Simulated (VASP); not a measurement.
Output of a VASP run:

File OSZICAR:
```
       N       E                     dE             d eps       ncg     rms          rms(c)
DAV:   1     0.127090807199E+03    0.12709E+03   -0.11637E+04   512   0.114E+03
DAV:   2    -0.141949941253E+02   -0.14129E+03   -0.13674E+03   664   0.258E+02
DAV:   3    -0.187674696188E+02   -0.45725E+01   -0.45684E+01   664   0.548E+01
DAV:   4    -0.188300626392E+02   -0.62593E-01   -0.62582E-01   688   0.542E+00
DAV:   5    -0.188325088144E+02   -0.24462E-02   -0.24462E-02   712   0.720E-01    0.831E+00
DAV:   6    -0.171280958772E+02    0.17044E+01   -0.88883E+00   512   0.235E+01    0.434E+00
DAV:   7    -0.171200185468E+02    0.80773E-02   -0.33738E-01   648   0.505E+00    0.223E+00
DAV:   8    -0.171332682462E+02   -0.13250E-01   -0.54212E-02   560   0.272E+00    0.269E-01
DAV:   9    -0.171411470536E+02   -0.78788E-02   -0.14649E-02   624   0.838E-01    0.149E-01
DAV:  10    -0.171435401887E+02   -0.23931E-02   -0.37743E-03   528   0.436E-01    0.422E-02
DAV:  11    -0.171435326259E+02    0.75629E-05   -0.40680E-04   704   0.156E-01    0.213E-02
DAV:  12    -0.171435484940E+02   -0.15868E-04   -0.92073E-05   512   0.711E-02    0.261E-03
DAV:  13    -0.171435488588E+02   -0.36477E-06   -0.14837E-06   568   0.958E-03
   1 F= -.17143549E+02 E0= -.17143549E+02  d E =-.313470E-12
```

**OUTCAR**
```
------------------------ aborting loop because EDIFF is reached ----------------------------------------
  FORCE on cell =-STRESS in cart. coord.  units (eV):
  Direction    XX          YY          ZZ          XY          YZ          ZX
  --------------------------------------------------------------------------------------
  Total       -1.3634181     -1.3634181     -1.3634181     -0.0000000     -0.0000000     -0.0000000
  in kB      -36.6627098    -36.6627098    -36.6627098     -0.0000000     -0.0000000     -0.0000000
  external PRESSURE =     -36.6627098 kB  Pullay stress =       0.0000000 kB
  volume of cell :       59.58
      direct lattice vectors                 reciprocal lattice vectors
     0.000000000  3.100000000  3.100000000    -0.161290323  0.161290323  0.161290323
     3.100000000  0.000000000  3.100000000     0.161290323 -0.161290323  0.161290323
     3.100000000  3.100000000  0.000000000     0.161290323  0.161290323 -0.161290323
 POSITION                                       TOTAL-FORCE (eV/Angst)
 -----------------------------------------------------------------------------------
      0.00000      0.00000      0.00000         0.000000     -0.000000      0.000000
      1.55000      1.55000      1.55000        -0.000000     -0.000000     -0.000000
      4.65000      4.65000      4.65000         0.000000      0.000000      0.000000
 -----------------------------------------------------------------------------------
    total drift:                                0.000000     -0.000000      0.000000
  FREE ENERGIE OF THE ION-ELECTRON SYSTEM (eV)
  ---------------------------------------------------
  free  energy   TOTEN  =       -17.1435488588 eV

  energy  without entropy=      -17.1435488588  energy(sigma->0) =      -17.14354886
```
(Selected blocks of OUTCAR.)

**POSCAR**
```
BaF2
1
    0.0000000000     3.1000000000     3.1000000000
    3.1000000000     0.0000000000     3.1000000000
    3.1000000000     3.1000000000     0.0000000000
Ba F
1 2
Direct
  0.0000000000   0.0000000000   0.0000000000
  0.2500000000   0.2500000000   0.2500000000
  0.7500000000   0.7500000000   0.7500000000
```

Problem. Reconstruct the remaining input files.

Solution. Several could match; the one computed here: the input of the run itself, PBE GGA, plane waves, VASP's PBE PAW potentials (set 64).

File KPOINTS:
```
Automatic mesh
0
G
  6 6 6
```

INCAR:
```
! general
SYSTEM   =  BaF2
PREC     =  Accurate
ENCUT    =  400   ! plane-wave cut-off (eV)
LREAL    =  .FALSE.
LASPH    =  .TRUE.

! electronic loop
EDIFF    =  1E-6   ! SCF stop (eV)
NELM     =  100
ALGO     =  Normal   ! blocked Davidson
LMAXMIX  =  4

! smearing
ISMEAR   =  -1   ! Fermi-Dirac
SIGMA    =  0.01   ! width (eV)

! functional
GGA      =  PE   ! PBE

! ions
ISIF     =  2

! output
LWAVE    =  .FALSE.
LCHARG   =  .FALSE.
```

POTCAR, in this order: Ba_sv F (PBE.64 set). Program: vasp_std.

At this cut-off the stress carries a Pulay error, which pulls relaxed volumes low.

The structure is a typed BaF2 crystal (Fm-3m). The cell was not relaxed at this level.
